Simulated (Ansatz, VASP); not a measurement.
# BaTiO3: VASP beside Ansatz, part 2 of 3

Aim: how closely do two programs agree when they are given the same cell, functional and k mesh?  Other levels of theory on this material are compared in a session of their own.

VASP 6.6.1 and Ansatz 0.2.0.

So far. Step 2 (VASP: band structure, LDA): The PAW data sets were made with PBE, though LDA sets exist; this is a small mismatch. At this level the cell is under a tension of 6.4 GPa, so at these settings it is away from equilibrium.

The database entry behind the starting cell differs from later determinations by our own check (c/a about 0.6 % short), so it need not match the best structure at ambient conditions.

### 4. Comparison

Known differences besides the potentials themselves: the two LDA forms differ slightly; the cutoff is 420 eV in Ansatz and 520 eV in VASP; Ansatz makes its cores anew for this functional, VASP keeps those of its PBE data sets; VASP's log shows a relativistic correction to its local exchange, Ansatz's none. Total energies have different zeros and are not compared.

The two programs side by side:

| quantity | Ansatz | VASP | difference |
| --- | --- | --- | --- |
| pressure (GPa) | -8.59 | -6.40 | -2.18 |
| pressure without Ansatz's Pulay correction (GPa) | -9.33 | -6.40 | -2.93 |
| gap over the path points (eV) | 1.740 | 1.668 | +0.072 |

Forces (eV/Å; atoms numbered as in POSCAR):

| atom | Ansatz x, y, z | VASP x, y, z |
| --- | --- | --- |
| Ba1 | 0.000, 0.000, -0.001 | 0.000, 0.000, 0.036 |
| Ti2 | 0.000, 0.000, -0.300 | 0.000, 0.000, -0.242 |
| O3 | 0.000, 0.000, 0.460 | 0.000, 0.000, 0.396 |
| O4 | 0.000, 0.000, -0.080 | 0.000, 0.000, -0.095 |
| O5 | 0.000, 0.000, -0.080 | 0.000, 0.000, -0.095 |

Levels at points of the path, from each program's valence-band top (eV; 4 filled, then empty):

| k (reciprocal lattice) | Ansatz | VASP |
| --- | --- | --- |
| 0.000 0.000 0.000 | -1.17 -0.26 -0.25 -0.25 1.74 1.96 1.96 | -1.16 -0.29 -0.29 -0.29 1.67 1.89 1.89 |
| 0.000 0.133 0.000 | -1.29 -0.66 -0.41 -0.31 1.97 2.11 2.19 | -1.29 -0.70 -0.45 -0.34 1.91 2.04 2.13 |
| 0.000 0.300 0.000 | -1.67 -1.42 -0.73 -0.62 2.03 2.96 2.98 | -1.70 -1.46 -0.77 -0.66 1.98 2.91 2.92 |
| 0.000 0.467 0.000 | -1.84 -1.73 -0.91 -0.80 2.07 3.48 3.51 | -1.86 -1.76 -0.95 -0.84 2.03 3.42 3.46 |
| 0.100 0.500 0.000 | -1.78 -1.24 -1.19 -0.78 2.19 3.50 3.53 | -1.82 -1.27 -1.23 -0.82 2.15 3.45 3.48 |
| 0.267 0.500 0.000 | -1.50 -1.39 -1.06 -0.42 2.85 3.54 3.66 | -1.53 -1.43 -1.11 -0.46 2.81 3.48 3.59 |
| 0.433 0.500 0.000 | -1.71 -0.97 -0.96 -0.07 3.48 3.55 3.91 | -1.74 -1.01 -0.99 -0.12 3.42 3.49 3.84 |
| 0.433 0.433 0.000 | -1.69 -1.05 -0.95 -0.10 3.46 3.50 3.87 | -1.72 -1.09 -0.98 -0.14 3.40 3.44 3.80 |
| 0.267 0.267 0.000 | -1.72 -1.08 -0.96 -0.44 2.74 2.93 3.17 | -1.77 -1.10 -1.00 -0.48 2.69 2.87 3.10 |
| 0.100 0.100 0.000 | -1.19 -0.79 -0.35 -0.31 2.04 2.13 2.13 | -1.18 -0.83 -0.39 -0.34 1.98 2.07 2.07 |

The forces differ by 25 meV/Å r.m.s., which is 20.0 % of the r.m.s. force of 0.13 eV/Å (both taken over all components). Among the levels compared at these points, filled levels agree within 59 meV and empty ones within 72 meV. Ansatz's pressure holds a Pulay correction of 0.75 GPa; VASP's holds none.

### 5. Further runs

Further runs change the set-up of one program: Ansatz's method, potentials or start, or VASP's data sets, cutoff or form of LDA. The table gives Ansatz less VASP for each quantity, since a change that brings one quantity closer may part another.

| run | r.m.s. force difference (meV/Å) | pressure (GPa) | gap over the path points (eV) | pressure without Ansatz's Pulay correction (GPa) |
| --- | --- | --- | --- | --- |
| as above | 25 | -2.2 | 0.072 | -2.9 |
| cores kept as stored | 22 | -2.0 | 0.069 | -2.7 |
| Ansatz's larger PAW set (cutoff 910 eV) | 21 | -2.1 | 0.068 | -2.1 |
| norm-conserving potentials (cutoff 1143 eV) | 20 | -2.5 | 0.092 |  |

### 6. Ansatz: dielectric response, PBE

The response to a field tests empty states and converges slowly with the mesh.

input.yaml reads:

```yaml
crystal:
  lattice:
    - [3.9998, 0.0, 0.0]
    - [0.0, 3.9998, 0.0]
    - [0.0, 0.0, 4.018]
  atoms:
    - { symbol: Ba, position: [0.0, 0.0, 0.0] }
    - { symbol: Ti, position: [0.5, 0.5, 0.49] }
    - { symbol: O, position: [0.5, 0.5, 0.019] }
    - { symbol: O, position: [0.5, 0.0, 0.517] }
    - { symbol: O, position: [0.0, 0.5, 0.517] }
hamiltonian:
  xc: pbe
  pseudopotentials: { kind: paw }
kpoints:
  mp_grid: { grid: [8, 8, 8] }
scf:
  occupations: { method: fixed }
dielectric:
  method: response
```

On the command line:

```bash
$ ansatz run input.yaml --threads 2 --pin off --max-ram 4608MiB --backend cpu --events-out ev --progress --plain --runs-dir out
```

Numbers of over 12 decimals in the logs are rounded to 6 here.

What it wrote:

```text
[...]
Crystal: 5 atoms, lattice volume = 64.282 Å³
Basis set: ecut = 420 eV, 1237 PW (Γ), exchange–correlation on 54×54×54 points (8 copies of the dense FFT grid, shifted against one another)
Bands: 25, of which v1, the nominal top of the filled ones, is band 20 counted from 1 (19 counted from 0)
Symmetry: 8 space group operations
k-points: 170 of 512 (irreducible under 2 space group operations, time reversal used)
[...]
site 2:
[...]
site 3:
[...]
-0.00000   -0.00000   -2.03901
    site 4:
        -5.72210   -0.00000   -0.00000
        -0.00000   -2.14872   -0.00000
        -0.00000   -0.00000   -2.03901
  Z* charge neutrality: 4.780e-3 e pre-enforcement
  solved inside a basis spanned on kpoints, on 8×8×8 k-points, its susceptibility summed on 12×12×12: ε∞ is read to err by 2.0e-2, Z* by 2.9e-2 e (field_mesh: kpoints solves on kpoints); Z* is corrected for what the basis lacks
[key lines of the parts left out:]
SCF converged after 9 iterations
Free energy (F): -10159.577733 eV
Fermi energy:    10.302123 eV
```

The job ended after 2 min (2 threads of Arm Neoverse V1, shared host; peak memory 1.4 GiB).

### 7. VASP: dielectric response, PBE

The same cell, functional and mesh now go to VASP, with its own data sets and cutoff.

INCAR reads:

```
SYSTEM = BaTiO3
PREC = Accurate
ENCUT = 520
EDIFF = 1E-08
NELM = 100
ISMEAR = 0
SIGMA = 0.01
LREAL = .FALSE.
ALGO = Normal
GGA = PE
NBANDS = 26
LORBIT = 11
LWAVE = .FALSE.
LCHARG = .FALSE.
KPAR = 8
LEPSILON = .TRUE.
```

POSCAR reads:

```
BaTiO3
1.0
    3.9998000000      0.0000000000      0.0000000000
    0.0000000000      3.9998000000      0.0000000000
    0.0000000000      0.0000000000      4.0180000000
Ba Ti O
1 1 3
Direct
    0.0000000000      0.0000000000      0.0000000000
    0.5000000000      0.5000000000      0.4900000000
    0.5000000000      0.5000000000      0.0190000000
    0.5000000000      0.0000000000      0.5170000000
    0.0000000000      0.5000000000      0.5170000000
```

KPOINTS reads:

```
Automatic mesh
0
Gamma
8 8 8
0 0 0
```

The projector-augmented-wave data sets are Ba_sv, Ti_sv and O (PBE family, release 64).

On the command line:

```bash
$ mpirun -np 8 vasp_std
```

What it wrote:

```text
[banner, memory and clock lines left out]
running    8 mpi-ranks, on    1 nodes
[...]
[... a notice as in an earlier step ...]

 LDA part: xc-table for (Slater+PW92), standard interpolation
 POSCAR, INCAR and KPOINTS ok, starting setup
[...]
entering main loop
       N       E                     dE             d eps       ncg     rms          rms(c)
DAV:   1     0.448188254985E+03    0.44819E+03   -0.21211E+04  3900   0.166E+03
DAV:   2    -0.259009809125E+01   -0.45078E+03   -0.43482E+03  4620   0.455E+02
DAV:   3    -0.487257697500E+02   -0.46136E+02   -0.45821E+02  5532   0.143E+02
DAV:   4    -0.508271785441E+02   -0.21014E+01   -0.20983E+01  5738   0.267E+01
[...]
DAV:  17    -0.399813639929E+02   -0.15912E-07   -0.98650E-07  5024   0.101E-02    0.143E-03
DAV:  18    -0.399813639523E+02    0.40634E-07   -0.96655E-08  4654   0.324E-03    0.436E-04
DAV:  19    -0.399813639623E+02   -0.99876E-08   -0.20081E-08  3616   0.130E-03
   1 F= -.39981364E+02 E0= -.39981364E+02  d E =-.125062-161
[...]
RMM:  29    -0.104821499848E+01   -0.20651E-06   -0.69689E-06 14142   0.205E-03    0.172E-05
RMM:  30    -0.104821469893E+01    0.29955E-06   -0.68896E-06 13260   0.205E-03    0.837E-06
 change of polarisation eV/A/(eV/A) component  2 :    -0.128     1.980     0.000
 dielectric tensor                  component  2 :    -0.359     6.572     0.001
 Linear response to external field, progress :
  Direction:   3
       N       E                     dE             d eps       ncg     rms          rms(c)
RMM:   1    -0.889868735105E+00   -0.88987E+00   -0.32246E+00  6977   0.921E+00
RMM:   2    -0.966519427419E+00   -0.76651E-01   -0.14071E-01  7766   0.188E+00    0.180E+00
RMM:   3    -0.933927209217E+00    0.32592E-01   -0.26934E-01  6957   0.292E+00    0.124E+00
RMM:   4    -0.927519677074E+00    0.64075E-02   -0.56086E-02  7279   0.154E+00    0.576E-01
[...]
RMM:  14    -0.970770943991E+00   -0.76532E-04   -0.28884E-04  8508   0.106E-02    0.831E-04
RMM:  15    -0.970749536113E+00    0.21408E-04   -0.22822E-04  8868   0.771E-03    0.920E-04
RMM:  16    -0.970773868496E+00   -0.24332E-04   -0.16711E-04  9344   0.579E-03    0.942E-04
 change of polarisation eV/A/(eV/A) component  3 :    -0.275    -0.200     1.826
 dielectric tensor                  component  3 :    -0.773    -0.562     6.141
 Born effective charges drift removed
```

From OUTCAR (step 7):

```text
  Total        1.5623415      1.5623415      1.9403529      0.0000000      0.0000000      0.0000000
  in kB       38.9403693     38.9403693     48.3620623      0.0000000      0.0000000      0.0000000
  external PRESSURE =      42.0809336 kB  Pullay stress =       0.0000000 kB

 POSITION                                       TOTAL-FORCE (eV/Angst)
 -----------------------------------------------------------------------------------
      0.00000      0.00000      0.00000        -0.000000      0.000000      0.075634
      1.99990      1.99990      1.96882        -0.000000      0.000000     -0.110014
      1.99990      1.99990      0.07634        -0.000000     -0.000000      0.270401
      1.99990      0.00000      2.07731        -0.000000      0.000000     -0.118010
      0.00000      1.99990      2.07731         0.000000      0.000000     -0.118010
 -----------------------------------------------------------------------------------
    total drift:                                0.000000      0.000000      0.000161

 MACROSCOPIC STATIC DIELECTRIC TENSOR (including local field effects in DFT)
 ------------------------------------------------------
           6.572442     0.000000     0.000000
           0.000000     6.572442     0.000000
           0.000000     0.000000     6.140649
 ------------------------------------------------------

[... 1 part as in an earlier step ...]

[... 1 further part left out ...]
```

The gap is read on the k-mesh alone, so it is an upper bound where the band edges lie off the mesh. Energies printed during the response cycles are not total energies of the cell. The dielectric response converges more slowly with the mesh than energies do, so tensor and charges may still move on a finer one.

### 8. Comparison

What differs besides the data sets and the points named for the pairs above, as far as they apply: VASP's response is taken on the typed mesh, Ansatz refines its own for the field response alone; VASP leaves aspherical gradient terms in its spheres out (LASPH is not set), Ansatz keeps them. Total energies have different zeros and are not compared.

Both answers:

| quantity | Ansatz | VASP | difference |
| --- | --- | --- | --- |
| ε∞ xx | 6.54 | 6.57 | -0.52 % |
| ε∞ yy | 6.54 | 6.57 | -0.52 % |
| ε∞ zz | 6.12 | 6.14 | -0.39 % |
| Born charge of Ba1 (mean of the diagonal) (e) | 2.78 | 2.75 | +0.02 |
| Born charge of Ti2 (mean of the diagonal) (e) | 6.95 | 6.99 | -0.04 |
| Born charge of O3 (mean of the diagonal) (e) | -3.12 | -3.12 | 0.00 |

### 9. VASP: band structure, PBE, spin-orbit coupling

Levels along a path test the potential and the projectors away from the mesh points.

INCAR reads:

```
SYSTEM = BaTiO3
PREC = Accurate
ENCUT = 520
EDIFF = 1E-06
NELM = 100
ISMEAR = 0
SIGMA = 0.02
LREAL = .FALSE.
ALGO = Normal
GGA = PE
LNONCOLLINEAR = .TRUE.
MAGMOM = 0 0 0 0 0 0 0 0 0 0 0 0 0 0 0
NBANDS = 52
GGA_COMPAT = .FALSE.
LASPH = .TRUE.
LSORBIT = .TRUE.
LMAXMIX = 4
LORBIT = 11
LWAVE = .FALSE.
LCHARG = .FALSE.
KPAR = 8
```

POSCAR is that of step 7.

KPOINTS reads:

```
Automatic mesh
0
Gamma
6 6 6
0 0 0
```

KPOINTS_OPT reads:

```
Line mode
16
Line-mode
Reciprocal
  0.00000000   0.00000000   0.00000000 GAMMA
  0.00000000   0.50000000   0.00000000 X

  0.00000000   0.50000000   0.00000000 X
  0.50000000   0.50000000   0.00000000 M

  0.50000000   0.50000000   0.00000000 M
  0.00000000   0.00000000   0.00000000 GAMMA

  0.00000000   0.00000000   0.00000000 GAMMA
  0.00000000   0.00000000   0.50000000 Z

  0.00000000   0.00000000   0.50000000 Z
  0.00000000   0.50000000   0.50000000 R

  0.00000000   0.50000000   0.50000000 R
  0.50000000   0.50000000   0.50000000 A

  0.50000000   0.50000000   0.50000000 A
  0.00000000   0.00000000   0.50000000 Z

  0.00000000   0.50000000   0.00000000 X
  0.00000000   0.50000000   0.50000000 R

  0.50000000   0.50000000   0.00000000 M
  0.50000000   0.50000000   0.50000000 A
```

On the command line:

```bash
$ mpirun -np 8 vasp_ncl
```

What it wrote:

```text
[... set-up lines as in an earlier step ...]
 entering main loop
       N       E                     dE             d eps       ncg     rms          rms(c)
DAV:   1     0.500367560811E+03    0.50037E+03   -0.19931E+04  6240   0.167E+03
DAV:   2     0.250526819431E+02   -0.47531E+03   -0.44457E+03  6836   0.481E+02
DAV:   3    -0.462778467803E+02   -0.71331E+02   -0.69727E+02  8260   0.180E+02
DAV:   4    -0.508626550316E+02   -0.45848E+01   -0.45733E+01  9224   0.427E+01
[...]
DAV:  15    -0.401790230179E+02    0.95608E-06   -0.16604E-05  9192   0.366E-02    0.484E-03
DAV:  16    -0.401790243056E+02   -0.12877E-05   -0.41724E-06  8460   0.248E-02    0.856E-03
DAV:  17    -0.401790233552E+02    0.95043E-06   -0.17087E-06  6480   0.202E-02
   1 F= -.40179023E+02 E0= -.40179023E+02  d E =-.160462E-70  mag=    -0.0000     0.0000    -0.0000
 Start KPOINTS_OPT (optional k-point list driver)
k-point batch [1-60\144]
       N       E                     dE             ncg
DAV:   1     0.596211903975E+04   -0.28141E+05     6240
DAV:   2    -0.197749942905E+05   -0.25737E+05     6748
DAV:   3    -0.235552778482E+05   -0.37803E+04     8920
DAV:   4    -0.238665615957E+05   -0.31128E+03     8616
[...]
DAV:   8    -0.238848096730E+05   -0.23262E-03     8580
DAV:   9    -0.238848096832E+05   -0.10265E-04     6032
DAV:  10    -0.238848096840E+05   -0.75202E-06     4568
[...]
k-point batch [121-144\144]
       N       E                     dE             ncg
DAV:   1     0.466198203054E+05   -0.29688E+05     2496
DAV:   2     0.360964337812E+05   -0.10523E+05     2676
DAV:   3     0.344793291621E+05   -0.16171E+04     3804
DAV:   4     0.343567495151E+05   -0.12258E+03     3424
[...]
DAV:   8     0.343503758512E+05   -0.62382E-04     3296
DAV:   9     0.343503758494E+05   -0.17362E-05     2464
DAV:  10     0.343503758493E+05   -0.10693E-06     1868
```

OUTCAR, selected parts (step 9):

```text
  Total        1.5642681      1.5642681      1.9421637      0.0000000     -0.0000000      0.0000000
  in kB       38.9883880     38.9883880     48.4071956      0.0000000     -0.0000000      0.0000000
  external PRESSURE =      42.1279905 kB  Pullay stress =       0.0000000 kB

 POSITION                                       TOTAL-FORCE (eV/Angst)
 -----------------------------------------------------------------------------------
      0.00000      0.00000      0.00000         0.000000      0.000000      0.074480
      1.99990      1.99990      1.96882         0.000000     -0.000000     -0.117287
      1.99990      1.99990      0.07634         0.000000      0.000000      0.274095
      1.99990      0.00000      2.07731         0.000000      0.000000     -0.115644
      0.00000      1.99990      2.07731        -0.000000      0.000000     -0.115644
 -----------------------------------------------------------------------------------
    total drift:                                0.000000      0.000000      0.000104

  FREE ENERGIE OF THE ION-ELECTRON SYSTEM (eV)
  ---------------------------------------------------
  free  energy   TOTEN  =       -40.1790233552 eV

  energy  without entropy=      -40.1790233552  energy(sigma->0) =      -40.17902336

 magnetization (x)
# of ion       s       p       d       tot
------------------------------------------
    1        0.000   0.000   0.000   0.000
    2        0.000   0.000   0.000   0.000
    3        0.000   0.000   0.000   0.000
    4       -0.000   0.000   0.000   0.000
    5        0.000   0.000   0.000   0.000
--------------------------------------------------
tot         -0.000   0.000   0.000   0.000

 magnetization (y)
# of ion       s       p       d       tot
------------------------------------------
    1       -0.000   0.000   0.000   0.000
    2        0.000   0.000   0.000   0.000
    3       -0.000   0.000   0.000  -0.000
    4        0.000  -0.000   0.000  -0.000
    5        0.000   0.000   0.000   0.000
--------------------------------------------------
tot         -0.000  -0.000   0.000  -0.000

 magnetization (z)
# of ion       s       p       d       tot
------------------------------------------
    1       -0.000  -0.000  -0.000  -0.000
    2        0.000  -0.000  -0.000  -0.000
    3        0.000   0.000   0.000   0.000
    4        0.000   0.000   0.000   0.000
    5        0.000  -0.000   0.000  -0.000
--------------------------------------------------
tot         -0.000  -0.000  -0.000  -0.000

[... 1 part as in an earlier step ...]

[... 2 further parts left out ...]
[key lines of the parts left out:]
E-fermi :   4.0961
```

The run ends at a pressure of 4.21 GPa, with forces up to 0.27 eV/Å.

[end of part 2 of 3]

[Lines on the potential files, build, host, timing and source positions are cut from VASP's logs without a mark.]

[Logs are printed without paths, hosts, clocks, repeated set-up lines and the standing remarks that a program may print on its own settings, such as how far it seeks lower states.]

[Hosts, paths, dates, database ids (printed as entryN), source tags and the programs' standing remarks are cut or masked in the printed files.]

[VASP's PBE data sets in a run with another functional are called a small mismatch above; for pressures it isn't always small: they can move by 1 GPa and more.]
